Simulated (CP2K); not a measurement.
Runs of CP2K 2026.2 on HgTe (Coloradoite). It takes space group F-43m (No. 216, cubic). Conventional cell: a = 6.429 Å, b = 6.429 Å, c = 6.429 Å, α = 90.00°, β = 90.00°, γ = 90.00°. Hg (site symmetry -43m) has 4 Te at 2.78 Å as nearest neighbours. Te (site symmetry -43m) has 4 Hg at 2.78 Å as nearest neighbours. 

```csv
potentials or basis,gap on the mesh (eV),pressure (GPa)
"GTH_POTENTIALS Hg GTH-PBE-q12, Te GTH-PBE-q6; DZVP-MOLOPT-SR-GTH basis",none,5.5
"GTH_POTENTIALS Hg GTH-PADE-q12, Te GTH-PADE-q6; DZVP-MOLOPT-SR-GTH basis",none,4.0
"POTENTIAL_UZH Hg GTH-SCAN-q12, Te GTH-SCAN-q6; DZVP-MOLOPT-SR-GTH basis",none,(a)
"GTH_POTENTIALS Hg GTH-PBE-q12, Te GTH-BLYP-q6; DZVP-MOLOPT-SR-GTH basis",none,5.5
"POTENTIAL_UZH Hg GTH-PBE0-q12, Te GTH-PBE0-q6; DZVP-MOLOPT-SR-GTH basis",none,5.7
```

Alike in all rows: task band structure; level PBE; no spin polarisation; cell as given; k mesh 7 × 7 × 7; smearing fermi-dirac 0.05 eV.

Question: Estimate the missing entries.

Answer: (a) 5.4.

Caveats: spin-orbit coupling is left out, which moves the levels of the heavy elements; the basis of atomic orbitals isn't converged, which shifts pressures, moduli and gaps; the potentials were made for another functional, which shifts forces and pressure (some runs).

A k mesh can miss the band edges, and the runs leave out spin-orbit coupling on Hg, Te.

A gap of «none» marks a metal or a gap under the smearing width.
